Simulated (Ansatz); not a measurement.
# TiB2: response to strain

TiB2 is deformed so: equal xy, yz and zx engineering shear strains of -1 %. What stress and forces result, by LAPW, PAW and all-electron datasets made for the crystal?

Program: Ansatz 0.2.0. Level of theory: DFT PBEsol, scalar-relativistic. These are calculated values, not measurements.

## (1) The starting structure

The structure is hexagonal, space group P6/mmm (No. 191). The conventional cell has a = 3.029 Å, b = 3.029 Å, c = 3.228 Å, α = 90.00°, β = 90.00°, γ = 120.00°. Ti (site symmetry 6/mmm) has 12 B at 2.38 Å in its first shell of neighbours. B (site symmetry -6m2) has 3 B at 1.75 Å and 6 Ti at 2.38 Å in its first shell of neighbours.

As a file:

```
CELL_PARAMETERS angstrom
3.02920 0.00000 0.00000
-1.51460 2.62336 0.00000
0.00000 0.00000 3.22840
ATOMIC_POSITIONS crystal
Ti 0.00000 0.00000 0.00000
B 0.33333 0.66667 0.50000
B 0.66667 0.33333 0.50000
```

Atoms are numbered in the order of the input: Ti1, B2, B3.

## (2) After the deformation

Space group P6/mmm before, P-1 after.

## (3) Full-potential LAPW

The input, input.yaml:

```yaml
crystal:
  lattice:
    - [3.0291982016, -0.015145991, -0.015145991]
    - [-1.5277159138, 2.6309355912, -0.0055438175]
    - [-0.016142, -0.016142, 3.2284]
  atoms:
    - { symbol: Ti, position: [0.0, 0.0, 0.0] }
    - { symbol: B, position: [0.3333333333, 0.6666666667, 0.5] }
    - { symbol: B, position: [0.6666666667, 0.3333333333, 0.5] }
kpoints:
  mp_grid: { grid: [14, 14, 11] }
  band_path:
    path:
      - [0.0, 0.0, 0.0]
      - [0.0, 0.0, 0.5]
      - [-0.5, 0.5, 0.0]
      - [0.0, 0.0, 0.0]
      - [0.0, -0.5, 0.0]
      - [-0.5, 0.0, 0.5]
      - [0.0, 0.0, 0.0]
      - [-0.5, 0.0, 0.0]
      - [0.0, -0.5, 0.5]
    npoints: 5
scf:
  occupations: { method: fermi_dirac, width: 0.03 }
hamiltonian:
  xc: pbesol
  pseudopotentials: { kind: all_electron, lapw: { basis_error: 0.001 } }
output:
  forces: true
  stress: true
  eigenvalues: true
```

Started as:

```sh
> ansatz run input.yaml --threads 1 --pin off --max-ram 4096MiB --backend cpu --events-out ev --progress --plain --runs-dir out
```

The program printed, cut to the lines that bear on the results:

```text
LAPW: plane waves up to 9.066 Å⁻¹, error target 1.0e-3 eV per atom; small_component_spin mean_spin; B in spheres of 0.871 Å, 5 of its electrons in bands, Dirac shells []; Ti in spheres of 1.235 Å, 18 of its electrons in bands, Dirac shells []
[...]
Pseudopotentials: kind: all_electron
Pseudopotential: Ti, LAPW, valence charge 18, Koelling and Harmon's equation, gaussian nucleus
Pseudopotential: B, LAPW, valence charge 5, Koelling and Harmon's equation, gaussian nucleus
Functional definition: PBEsol
[...]
Crystal: 3 atoms, lattice volume = 25.653 Å³
Basis set: ecut = 313.1216592558157 eV, 327 PW (Γ), exchange–correlation at level 2
Bands: 18, of which v1, the nominal top of the filled ones, is band 14 counted from 1 (13 counted from 0)
Symmetry: 2 space group operations
Space group: P-1 (ITA 2), of the structure as read, at distance tolerance 2.9e-5 Å
k-points: 1080 of 2156
[...]
SCF iter   1: F=—  HF=-24558.622902 eV  |F-HF|=—  |Δ(HF+E_count)|=         —  Δρ=9.86e-2  dr2=4.37e0  ethr=1.56e-2  ⟨swp⟩=2.0  Hψ=127135  notcnv=0
[...]
the basis was enlarged: its passes take 54.8 KiB over the memory plan, 1 of 1 planned eigensolver slots
[...]
SCF iter   7: F=-24556.846083 eV  HF=-24556.846083 eV  |F-HF|=6.91e-9  |Δ(HF+E_count)|=   6.07e-8  Δρ=4.67e-6  dr2=5.57e-9  ethr=3.02e-10  ⟨swp⟩=3.0  Hψ=57980  notcnv=0
[...]
NSCF: frozen V_eff on 41 k-points
SCF converged after 7 iterations
Free energy (F): -24556.846083 eV
[...]
E sigma→0 (E₀):  -24556.845534 eV
Entropy (-TS):   -0.001098 eV (-0.366 meV/atom)
Fermi energy:    15.564744 eV
[...]
--- Forces (eV/Å), atoms counted from 1 ---
  atom   1  Ti     0.00000000     0.00000000     0.00000000
  atom   2  B      0.03113449     0.00185461    -0.00103879
  atom   3  B     -0.03113449    -0.00185461     0.00103879
[...]
--- Stress (GPa, compression-positive) ---
       -4.161639       2.995230       2.610741
        2.995230      -4.174000       2.610046
        2.610741       2.610046      -6.953350
  P = ⅓ Tr σ = -5.0963 GPa (-50.963 kbar)
--- Band table (eV; the first three rows and the last of 1080) ---
  k-point 0: bands = ["-422.5724", "-422.5368", "-422.5319", "-156.3280", "-156.3105", "-41.1342", "-17.6027", "-17.2918", "-17.2773", "2.0562", "12.8855", "12.9820", "13.2270", "13.3874", "17.4242", "17.4461", "19.2072", "19.2341"]
[...]
```

Wall time 2.8 min (1 thread of Arm Neoverse V1, shared host); peak memory 1.9 GiB.

Result: pressure -5.10 GPa; no gap; largest force 0.031 eV/Å.

## (4) Frozen-core PAW

The input, input.yaml:

```yaml
crystal:
  lattice:
    - [3.0291982016, -0.015145991, -0.015145991]
    - [-1.5277159138, 2.6309355912, -0.0055438175]
    - [-0.016142, -0.016142, 3.2284]
  atoms:
    - { symbol: Ti, position: [0.0, 0.0, 0.0] }
    - { symbol: B, position: [0.3333333333, 0.6666666667, 0.5] }
    - { symbol: B, position: [0.6666666667, 0.3333333333, 0.5] }
kpoints:
  mp_grid: { grid: [14, 14, 11] }
scf:
  occupations: { method: fermi_dirac, width: 0.03 }
hamiltonian:
  xc: pbesol
  pseudopotentials: { kind: paw }
output:
  forces: true
  stress: true
  eigenvalues: true
  efg: { contact_densities: true }
```

Started as:

```sh
> ansatz run input.yaml --threads 1 --pin off --max-ram 4096MiB --backend cpu --events-out ev --progress --plain --runs-dir out
```

The program printed, cut to the lines that bear on the results:

```text
[...]
Pseudopotentials: kind: paw
Pseudopotential: Ti, paw, valence charge 12, recommended cutoff 420 eV (normal)
Pseudopotential: B, paw, valence charge 3, recommended cutoff 420 eV (normal)
[... 1 set-up line as earlier in the session ...]
[...]
Crystal: 3 atoms, lattice volume = 25.653 Å³
Basis set: ecut = 420 eV, 497 PW (Γ), exchange–correlation on 48×48×48 points (8 copies of the dense FFT grid, shifted against one another)
Bands: 13, of which v1, the nominal top of the filled ones, is band 9 counted from 1 (8 counted from 0)
[... 2 set-up lines as earlier in the session ...]
k-points: 1080 of 2156
[...]
SCF iter   1: F=—  HF=-2782.610540 eV  |F-HF|=—  |Δ(HF+E_count)|=         —  Δρ=6.47e-3  dr2=8.65e-3  ethr=1.77e-3  ⟨swp⟩=4.3  Hψ=65962  notcnv=0
[...]
--- Stress (GPa, compression-positive) ---
       -4.108529       2.994992       2.611514
        2.994992      -4.121004       2.610801
        2.611514       2.610801      -6.961752
  P = ⅓ Tr σ = -5.0638 GPa (-50.638 kbar)
--- PAW observables at the nuclei: V_zz in 10²¹ V/m², potentials from the cell's mean, atoms counted from 1 ---
  atom   1  Ti V_zz =    +2.221956   η = 0.3352   by run symmetry: allowed
            electrostatic potential = -2532.775020 V   contact ρ = 56636.552635 e/Å³
  atom   2  B  V_zz =    +0.306931   η = 0.3085   by run symmetry: allowed
            electrostatic potential = -331.398411 V   contact ρ = 481.498551 e/Å³
  atom   3  B  V_zz =    +0.306931   η = 0.3085   by run symmetry: allowed
            electrostatic potential = -331.398411 V   contact ρ = 481.498551 e/Å³
--- Band table (eV; the first three rows and the last of 1080) ---
  k-point 0: bands = ["-41.5897", "-18.0578", "-17.7448", "-17.7302", "1.5988", "12.4301", "12.5267", "12.7710", "12.9311", "16.9676", "16.9896", "18.7514", "18.7784"]
[...]
```

Run time: 24 s. Hardware: 1 thread of Arm Neoverse V1, shared host; peak memory 0.63 GiB.

Read from it: pressure -5.06 GPa; no gap; largest force 0.031 eV/Å; Vzz Ti1 2.22 (η = 0.34), B2 0.31 (η = 0.31) (10²¹ V/m²).

## (5) All-electron PAW on datasets made for the crystal

Edit input.yaml of step 4 so:

```diff
@@ -15,3 +15,3 @@
   xc: pbesol
-  pseudopotentials: { kind: paw }
+  pseudopotentials: { kind: all_electron, datasets: crystal }
 output:
```

Started as:

```sh
> ansatz run input.yaml --threads 1 --pin off --max-ram 4096MiB --backend cpu --events-out ev --progress --plain --runs-dir out
```

The program printed, cut to the lines that bear on the results:

```text
[...]
[... 1 set-up line as earlier in the session ...]
Pseudopotential: Ti, paw, valence charge 12, recommended cutoff 360 eV (normal), Koelling and Harmon's equation, gaussian nucleus
Pseudopotential: B, paw, valence charge 3, recommended cutoff 360 eV (normal), Koelling and Harmon's equation, gaussian nucleus
[... 1 set-up line as earlier in the session ...]
[...]
Crystal: 3 atoms, lattice volume = 25.653 Å³
Basis set: ecut = 360 eV, 393 PW (Γ), exchange–correlation on 40×40×40 points (8 copies of the dense FFT grid, shifted against one another)
Bands: 9, of which v1, the nominal top of the filled ones, is band 5 counted from 1 (4 counted from 0)
[... 2 set-up lines as earlier in the session ...]
k-points: 1080 of 2156
[...]
--- Stress (GPa, compression-positive) ---
       -4.159885       2.995253       2.610629
        2.995253      -4.172138       2.609971
        2.610629       2.609971      -6.947817
  P = ⅓ Tr σ = -5.0933 GPa (-50.933 kbar)
  It holds what live shells' own plane waves past their cutoff add
--- PAW observables at the nuclei: V_zz in 10²¹ V/m², potentials from the cell's mean, atoms counted from 1 ---
  atom   1  Ti V_zz =    +2.300854   η = 0.3227   by run symmetry: allowed
            electrostatic potential = -2531.300440 V   contact ρ = 56683.532124 e/Å³
  atom   2  B  V_zz =    +0.336985   η = 0.2757   by run symmetry: allowed
            electrostatic potential = -330.635380 V   contact ρ = 481.522114 e/Å³
  atom   3  B  V_zz =    +0.336985   η = 0.2757   by run symmetry: allowed
            electrostatic potential = -330.635380 V   contact ρ = 481.522114 e/Å³
--- Band table (eV; the first three rows and the last of 1080) ---
  k-point 0: bands = ["2.0562", "12.8854", "12.9819", "13.2270", "13.3875", "17.4242", "17.4461"]
[...]
```

Wall time 94 s (1 thread of Arm Neoverse V1, shared host); peak memory 1.5 GiB.

Read from it: pressure -5.09 GPa; no gap; largest force 0.031 eV/Å; Vzz Ti1 2.30 (η = 0.32), B2 0.34 (η = 0.28) (10²¹ V/m²).

## (6) Stress and forces compared

Stress (GPa, compression positive):

```csv
method,xx,yy,zz,yz,xz,xy
LAPW,-4.16,-4.17,-6.95,2.61,2.61,3.00
PAW,-4.11,-4.12,-6.96,2.61,2.61,2.99
crystal datasets,-4.16,-4.17,-6.95,2.61,2.61,3.00
```

Forces (eV/Å):

```csv
atom,LAPW x,LAPW y,LAPW z,PAW x,PAW y,PAW z,crystal datasets x,crystal datasets y,crystal datasets z
Ti1,0.000,0.000,0.000,0.000,0.000,0.000,0.000,0.000,0.000
B2,0.031,0.002,-0.001,0.031,0.002,-0.001,0.031,0.002,-0.001
B3,-0.031,-0.002,0.001,-0.031,-0.002,0.001,-0.031,-0.002,0.001
```

| method | pressure (GPa) | largest force (eV/Å) | Vzz Ti1 (10²¹ V/m²) | Vzz B2 (10²¹ V/m²) | SCF cycles, by the record's count |
| --- | --- | --- | --- | --- | --- |
| LAPW | -5.10 | 0.031 | – | – | 7 |
| PAW | -5.06 | 0.031 | 2.22 | 0.31 | 6 |
| crystal datasets | -5.09 | 0.031 | 2.30 | 0.34 | 10 |

## (7) What came out

```
                                 quantity                                              value
                                 pressure  LAPW -5.10, PAW -5.06, crystal datasets -5.09 GPa
largest shear or deviatoric stress (LAPW)                                           3.00 GPa
```

**Reading.** The largest part of the stress beyond the pressure is 3.00 GPa in size, in the xy component; the atoms are carried along and not relaxed. No run of the undeformed cell stands beside it, so pressure and stress hold what the given cell had before the change, as far as its symmetry allows. PAW: stress within 0.06 GPa of LAPW, forces within 1 meV/Å. Crystal datasets: stress within 0.01 GPa of LAPW, forces within 1 meV/Å.
